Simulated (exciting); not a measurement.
# C (Fd-3m) in exciting: settings compared, part 2 of 3

exciting (release sodium). The steps go on from the part before.

**3. Band structure, BLYP**

Contents of input.xml:

```xml
<input>
  <title>C</title>
  <structure speciespath="./" tshift="false">
    <crystal scale="1">
      <basevect>0.000000000000 3.370080878874 3.370080878874</basevect>
      <basevect>3.370080878874 0.000000000000 3.370080878874</basevect>
      <basevect>3.370080878874 3.370080878874 0.000000000000</basevect>
    </crystal>
    <species speciesfile="C.xml" rmt="1.4">
      <atom coord="0.750000000000 0.750000000000 0.750000000000"/>
      <atom coord="0.500000000000 0.500000000000 0.500000000000"/>
    </species>
  </structure>
  <groundstate do="fromscratch" ngridk="13 13 13" rgkmax="7.5" gmaxvr="14" lmaxapw="10" lmaxmat="10" lmaxvr="8" stype="Fermi Dirac" swidth="0.00183747" nempty="10" ValenceRelativity="iora*" epsengy="1e-05" epspot="1e-05" maxscl="60" outputlevel="low">
    <libxc exchange="XC_GGA_X_B88" correlation="XC_GGA_C_LYP"/>
  </groundstate>
  <properties>
    <bandstructure>
      <plot1d>
        <path steps="80">
          <point coord="0 0 0" label="G"/>
          <point coord="0.5 0 0.5" label="X"/>
          <point coord="0.5 0.25 0.75" label="W"/>
          <point coord="0.375 0.375 0.75" label="K"/>
          <point coord="0 0 0" label="G"/>
          <point coord="0.5 0.5 0.5" label="L"/>
          <point coord="0.625 0.25 0.625" label="U"/>
          <point coord="0.5 0.25 0.75" label="W"/>
          <point coord="0.5 0.5 0.5" label="L"/>
          <point coord="0.375 0.375 0.75" label="K" breakafter="true"/>
          <point coord="0.625 0.25 0.625" label="U"/>
          <point coord="0.5 0 0.5" label="X"/>
        </path>
      </plot1d>
    </bandstructure>
    <dos nwdos="300" winddos="-0.6 0.5" inttype="tetra" ngrdos="100" nsmdos="0"/>
  </properties>
</input>
```

Potentials or basis: all-electron LAPW+lo, shipped species files, valence relativity iora*.

On the command line:

```bash
OMP_NUM_THREADS=1 exciting_smp
```

INFO.OUT:

```text
================================================================================
EXCITING SODIUM started
[... 10 lines left out ...]

 Lattice vectors (cartesian) :
      0.0000000000      3.3700808789      3.3700808789
      3.3700808789      0.0000000000      3.3700808789
      3.3700808789      3.3700808789      0.0000000000

 Reciprocal lattice vectors (cartesian) :
     -0.9322009668      0.9322009668      0.9322009668
      0.9322009668     -0.9322009668      0.9322009668
      0.9322009668      0.9322009668     -0.9322009668

 Unit cell volume                           :      76.5510173320
 Brillouin zone volume                      :       3.2403254991

 Species :    1 (C)
     parameters loaded from                 :    C.xml
     name                                   :    carbon

     atomic positions (lattice) :
       1 :   0.75000000  0.75000000  0.75000000
       2 :   0.50000000  0.50000000  0.50000000

 Total number of atoms per unit cell        :       2

 Spin treatment                             :    spin-unpolarised

 Number of Bravais lattice symmetries       :      48
 Number of crystal symmetries               :      24

 k-point grid                               :      13   13   13
 Total number of k-points                   :     140
 k-point set is reduced with crystal symmetries

 R^MT_min * |G+k|_max (rgkmax)              :       7.50000000

 G-vector grid sizes                        :      24    24    24
 Total number of G-vectors                  :    3527

 Total nuclear charge                       :     -12.00000000
 Total electronic charge                    :      12.00000000

 Number of empty states                     :      10
 Total number of valence states             :      15

 Exchange-correlation type                  :     100
     libxc; exchange: Becke 88; correlation: Lee, Yang & Parr (see libxc for references)

 Smearing scheme                            :    Fermi-Dirac
[... 7 lines left out ...]
* Groundstate module started                                                   *
********************************************************************************
 Output level for this task is set to low

++++++++++++++++++++++++++++++++++++++++++++++++++++++++++++++++++++++++++++++++
[... 5 lines left out ...]
+ SCF iteration number :    1                                                  +
++++++++++++++++++++++++++++++++++++++++++++++++++++++++++++++++++++++++++++++++
 Total energy                               :       -77.45242407
 _______________________________________________________________
 Fermi energy                               :         0.47698723
 DOS at Fermi energy (states/Ha/cell)       :         0.00000000
 Electron charge: Core leakage              :         0.00023117

 Estimated fundamental gap                  :         0.19115189
        valence-band maximum at    1      0.0000  0.0000  0.0000
     conduction-band minimum at   47      0.3077  0.3077  0.0000

++++++++++++++++++++++++++++++++++++++++++++++++++++++++++++++++++++++++++++++++
+ SCF iteration number :    2                                                  +
++++++++++++++++++++++++++++++++++++++++++++++++++++++++++++++++++++++++++++++++
 Total energy                               :       -77.04878651
 _______________________________________________________________
 Fermi energy                               :         0.49210069
 DOS at Fermi energy (states/Ha/cell)       :         0.00000000
 Electron charge: Core leakage              :         0.00023389

 Estimated fundamental gap                  :         0.18306333
        valence-band maximum at    1      0.0000  0.0000  0.0000
     conduction-band minimum at   47      0.3077  0.3077  0.0000

 RMS change in effective potential (target) :   1.14845      ( 0.100000E-04)
 Absolute change in total energy   (target) :  0.403638      ( 0.100000E-04)
 Charge distance                   (target) :  0.815441E-02  ( 0.100000E-04)

++++++++++++++++++++++++++++++++++++++++++++++++++++++++++++++++++++++++++++++++
+ SCF iteration number :    3                                                  +
++++++++++++++++++++++++++++++++++++++++++++++++++++++++++++++++++++++++++++++++
 Total energy                               :       -76.75180608
 _______________________________________________________________
 Fermi energy                               :         0.50331676
 DOS at Fermi energy (states/Ha/cell)       :         0.00000000
 Electron charge: Core leakage              :         0.00023576

 Estimated fundamental gap                  :         0.17688027
        valence-band maximum at    1      0.0000  0.0000  0.0000
     conduction-band minimum at   47      0.3077  0.3077  0.0000

 RMS change in effective potential (target) :  0.773961      ( 0.100000E-04)
 Absolute change in total energy   (target) :  0.296980      ( 0.100000E-04)
 Charge distance                   (target) :  0.622369E-02  ( 0.100000E-04)
[... 86 lines left out ...]
++++++++++++++++++++++++++++++++++++++++++++++++++++++++++++++++++++++++++++++++
+ SCF iteration number :    9                                                  +
++++++++++++++++++++++++++++++++++++++++++++++++++++++++++++++++++++++++++++++++
 Total energy                               :       -76.24814801
 _______________________________________________________________
 Fermi energy                               :         0.52325378
 DOS at Fermi energy (states/Ha/cell)       :         0.00000000
 Electron charge: Core leakage              :         0.00023767

 Estimated fundamental gap                  :         0.16433474
        valence-band maximum at    1      0.0000  0.0000  0.0000
     conduction-band minimum at   56      0.3846  0.3846  0.0000

 RMS change in effective potential (target) :  0.548000E-06  ( 0.100000E-04)
 Absolute change in total energy   (target) :  0.165248E-05  ( 0.100000E-04)
 Charge distance                   (target) :  0.259728E-05  ( 0.100000E-04)

++++++++++++++++++++++++++++++++++++++++++++++++++++++++++++++++++++++++++++++++
+ SCF iteration number :   10                                                  +
++++++++++++++++++++++++++++++++++++++++++++++++++++++++++++++++++++++++++++++++
 Total energy                               :       -76.24814855
 _______________________________________________________________
 Fermi energy                               :         0.52325377
 DOS at Fermi energy (states/Ha/cell)       :         0.00000000
 Electron charge: Core leakage              :         0.00023767

 Estimated fundamental gap                  :         0.16433475
        valence-band maximum at    1      0.0000  0.0000  0.0000
     conduction-band minimum at   56      0.3846  0.3846  0.0000

 RMS change in effective potential (target) :  0.786611E-07  ( 0.100000E-04)
 Absolute change in total energy   (target) :  0.545546E-06  ( 0.100000E-04)
 Charge distance                   (target) :  0.121773E-07  ( 0.100000E-04)

++++++++++++++++++++++++++++++++++++++++++++++++++++++++++++++++++++++++++++++++
| Convergency criteria checked for the last 2 iterations                       +
| Convergence targets achieved. Performing final SCF iteration                 +
++++++++++++++++++++++++++++++++++++++++++++++++++++++++++++++++++++++++++++++++
 Total energy                               :       -76.24814850
 _______________________________________________________________
 Fermi energy                               :         0.52325377
 DOS at Fermi energy (states/Ha/cell)       :         0.00000000
 Electron charge: Core leakage              :         0.00023767

 Estimated fundamental gap                  :         0.16433474
        valence-band maximum at    1      0.0000  0.0000  0.0000
     conduction-band minimum at   56      0.3846  0.3846  0.0000

++++++++++++++++++++++++++++++++++++++++++++++++++++++++++++++++++++++++++++++++
[... 9 lines left out ...]
| EXCITING SODIUM stopped                                                      =
================================================================================
```

It took 93 s on 1 thread of Arm Neoverse V1, shared host; peak memory 0.12 GiB.

What came out:

| Quantity | Value |
| --- | --- |
| Free energy | -2074.8178 eV |
| Band gap on the k mesh | 4.47 eV, indirect (least direct gap 5.74 eV) |
| Band gap along the path | 4.46 eV, indirect (least direct gap 5.74 eV) |

Levels at the corners of the path, in eV from the valence-band top:
```tsv
point	band 1	band 2	band 3	band 4	band 5	band 6	band 7	band 8
Γ	-21.19	0.00	0.00	0.00	5.74	5.74	5.74	13.43
X	-12.57	-12.57	-6.17	-6.17	5.14	5.14	16.75	16.75
W	-11.82	-11.82	-8.10	-8.10	10.89	10.89	12.41	12.41
K	-12.81	-11.55	-9.07	-5.25	6.03	10.97	14.38	15.64
Γ	-21.19	0.00	0.00	0.00	5.74	5.74	5.74	13.43
L	-15.50	-13.11	-2.75	-2.75	8.64	8.64	9.03	15.95
U	-12.81	-11.55	-9.07	-5.25	6.03	10.97	14.38	15.64
W	-11.82	-11.82	-8.10	-8.10	10.89	10.89	12.41	12.41
L	-15.50	-13.11	-2.75	-2.75	8.64	8.64	9.03	15.95
K	-12.81	-11.55	-9.07	-5.25	6.03	10.97	14.38	15.64
U	-12.81	-11.55	-9.07	-5.25	6.03	10.97	14.38	15.64
X	-12.57	-12.57	-6.17	-6.17	5.14	5.14	16.75	16.75
```

States per cell in windows of 0.5 eV (zero at the valence-band top; states under -8 eV left out):
```tsv
from (eV)	total
-8.0	0.25
-7.5	0.29
-7.0	0.29
-6.5	0.37
-6.0	0.40
-5.5	0.38
-5.0	0.37
-4.5	0.36
-4.0	0.35
-3.5	0.33
-3.0	0.30
-2.5	0.20
-2.0	0.14
-1.5	0.10
-1.0	0.07
-0.5	0.03
0.0	0.00
0.5	0.00
1.0	0.00
1.5	0.00
2.0	0.00
2.5	0.00
3.0	0.00
3.5	0.00
4.0	0.00
4.5	0.05
5.0	0.12
5.5	0.19
6.0	0.24
6.5	0.27
7.0	0.31
7.5	0.38
```

BLYP gaps usually lie below the measured ones, often by a third to a half.

**4. Optical spectrum, PBEsol (libxc)**

Contents of run_exciting.py:

```python
import subprocess
import xml.etree.ElementTree as ET
from ase.io import read
from ase.units import Bohr

atoms = read("POSCAR")
rmt = {'C': 1.4}  # bohr
tasks = """
<groundstate do="fromscratch" ngridk="13 13 13" rgkmax="6.5" gmaxvr="14" lmaxapw="10" lmaxmat="10" lmaxvr="8" stype="Gaussian" swidth="0.00099958" nempty="28" ValenceRelativity="iora*" epsengy="1e-05" epspot="1e-05" maxscl="60" outputlevel="normal" vkloff="0.5 0.5 0.5">
  <libxc exchange="XC_GGA_X_PBE_SOL" correlation="XC_GGA_C_PBE_SOL"/>
</groundstate>
<properties>
  <momentummatrix/>
  <dielmat intraband="false" scissor="0.018375" wmax="0.8" wgrid="200" swidth="0.01" tevout="true">
    <epscomp>1 1</epscomp>
    <epscomp>2 2</epscomp>
    <epscomp>3 3</epscomp>
  </dielmat>
</properties>
"""

root = ET.Element("input")
ET.SubElement(root, "title").text = "C"
structure = ET.SubElement(root, "structure", speciespath="./", tshift="false")
crystal = ET.SubElement(structure, "crystal", scale="1.0")
for vector in atoms.cell / Bohr:
    ET.SubElement(crystal, "basevect").text = " ".join(f"{x:.12f}" for x in vector)
symbols = atoms.get_chemical_symbols()
for element in dict.fromkeys(symbols):
    species = ET.SubElement(structure, "species", speciesfile=element + ".xml", rmt=str(rmt[element]))
    for symbol, position in zip(symbols, atoms.get_scaled_positions(wrap=False)):
        if symbol == element:
            ET.SubElement(species, "atom", coord=" ".join(f"{x:.12f}" for x in position))
root.extend(ET.fromstring("<tasks>" + tasks + "</tasks>"))
ET.indent(root)
ET.ElementTree(root).write("input.xml")
subprocess.run(["exciting_smp"], check=True)
```

Contents of POSCAR:

```
C
1.0
    0.0000000000      1.7833700000      1.7833700000
    1.7833700000      0.0000000000      1.7833700000
    1.7833700000      1.7833700000      0.0000000000
C
2
Direct
    0.7500000000      0.7500000000      0.7500000000
    0.5000000000      0.5000000000      0.5000000000
```

Potentials or basis: all-electron LAPW+lo, shipped species files, valence relativity iora*.

On the command line:

```bash
OMP_NUM_THREADS=1 python run_exciting.py
```

What it wrote:

```text
================================================================================
EXCITING SODIUM started
[... 10 lines left out ...]

 Lattice vectors (cartesian) :
      0.0000000000      3.3700808810      3.3700808810
      3.3700808810      0.0000000000      3.3700808810
      3.3700808810      3.3700808810      0.0000000000

 Reciprocal lattice vectors (cartesian) :
     -0.9322009662      0.9322009662      0.9322009662
      0.9322009662     -0.9322009662      0.9322009662
      0.9322009662      0.9322009662     -0.9322009662

 Unit cell volume                           :      76.5510174792
 Brillouin zone volume                      :       3.2403254929

 Species :    1 (C)
     parameters loaded from                 :    C.xml
     name                                   :    carbon
     nuclear charge                         :      -6.00000000
     electronic charge                      :       6.00000000
     atomic mass                            :   21894.16673000
     muffin-tin radius                      :       1.40000000
     # of radial points in muffin-tin       :     250

     atomic positions (lattice) :
       1 :   0.75000000  0.75000000  0.75000000
       2 :   0.50000000  0.50000000  0.50000000

 Total number of atoms per unit cell        :       2
[... 32 lines left out ...]

 Maximum Hamiltonian size                   :     146
 Maximum number of plane-waves              :     138
 Total number of local-orbitals             :       8

 Exchange-correlation type                  :     100
     libxc; exchange: Perdew, Burke & Ernzerhof SOL; correlation: Perdew, Burke & Ernzerhof SOL (see libxc for references)

 Smearing scheme                            :    Gaussian
 Smearing width                             :       0.00099958

 Using multisecant Broyden potential mixing
[... 16 lines left out ...]
+ SCF iteration number :    1                                                  +
++++++++++++++++++++++++++++++++++++++++++++++++++++++++++++++++++++++++++++++++
 Total energy                               :       -76.81068611
 _______________________________________________________________
 Fermi energy                               :         0.46898255
 Kinetic energy                             :        75.02561419
 Coulomb energy                             :      -141.25573596
 Exchange energy                            :       -10.08181040
 Correlation energy                         :        -0.49875393
[... 334 lines left out ...]
 RMS change in effective potential (target) :  0.211937E-06  ( 0.100000E-04)
 Absolute change in total energy   (target) :  0.147479E-06  ( 0.100000E-04)
 Charge distance                   (target) :  0.607594E-08  ( 0.100000E-04)

++++++++++++++++++++++++++++++++++++++++++++++++++++++++++++++++++++++++++++++++
| Convergency criteria checked for the last 2 iterations                       +
| Convergence targets achieved. Performing final SCF iteration                 +
++++++++++++++++++++++++++++++++++++++++++++++++++++++++++++++++++++++++++++++++
 Total energy                               :       -75.89330290
 _______________________________________________________________
 Fermi energy                               :         0.50279426
 Kinetic energy                             :        75.52581519
 Coulomb energy                             :      -140.88967307
 Exchange energy                            :       -10.02699309
 Correlation energy                         :        -0.50245194
[... 14 lines left out ...]
 Estimated fundamental gap                  :         0.15422822
        valence-band maximum at  455      0.9615  0.9615  0.9615
     conduction-band minimum at   77      0.6538  0.6538  0.0385

++++++++++++++++++++++++++++++++++++++++++++++++++++++++++++++++++++++++++++++++
[... 9 lines left out ...]
| EXCITING SODIUM stopped                                                      =
================================================================================
```

input.xml:

```text
<input>
  <title>C</title>
  <structure speciespath="./" tshift="false">
    <crystal scale="1.0">
      <basevect>0.000000000000 3.370080881034 3.370080881034</basevect>
      <basevect>3.370080881034 0.000000000000 3.370080881034</basevect>
      <basevect>3.370080881034 3.370080881034 0.000000000000</basevect>
    </crystal>
    <species speciesfile="C.xml" rmt="1.4">
      <atom coord="0.750000000000 0.750000000000 0.750000000000" />
      <atom coord="0.500000000000 0.500000000000 0.500000000000" />
    </species>
  </structure>
  <groundstate do="fromscratch" ngridk="13 13 13" rgkmax="6.5" gmaxvr="14" lmaxapw="10" lmaxmat="10" lmaxvr="8" stype="Gaussian" swidth="0.00099958" nempty="28" ValenceRelativity="iora*" epsengy="1e-05" epspot="1e-05" maxscl="60" outputlevel="normal" vkloff="0.5 0.5 0.5">
    <libxc exchange="XC_GGA_X_PBE_SOL" correlation="XC_GGA_C_PBE_SOL" />
  </groundstate>
  <properties>
    <momentummatrix />
    <dielmat intraband="false" scissor="0.018375" wmax="0.8" wgrid="200" swidth="0.01" tevout="true">
      <epscomp>1 1</epscomp>
      <epscomp>2 2</epscomp>
      <epscomp>3 3</epscomp>
    </dielmat>
  </properties>
</input>
```

Run time: 2.4 min. Hardware: 1 thread of Arm Neoverse V2, shared host; peak memory 0.25 GiB.

What came out:

| Item | Value |
| --- | --- |
| Free energy | -2065.1620 eV |
| All electrons inside the program's atomic spheres | C 4.26 (radii C 1.4 bohr) |

Dielectric function (mean over the directions given):
```csv
energy (eV),real part,imaginary part
0.33,5.80,0.01
1.31,5.87,0.03
2.29,6.02,0.06
3.37,6.32,0.10
4.35,6.77,0.16
5.44,7.69,0.36
6.42,8.83,1.77
7.51,8.73,3.20
8.49,8.68,4.06
9.58,9.36,6.30
10.56,11.07,9.00
11.65,2.63,20.03
12.63,-3.91,11.77
13.71,-2.75,6.88
14.69,-3.14,5.03
15.78,-2.76,4.26
16.76,-2.61,2.98
17.85,-2.32,2.41
18.83,-1.79,1.63
19.92,-1.49,1.27
```

Caveat: the scissor shift is a trial value, not fitted to this crystal; spectra need much finer meshes, so this one isn't converged; independent-particle spectra lack excitons.

(Continued in part 3 of 3.)
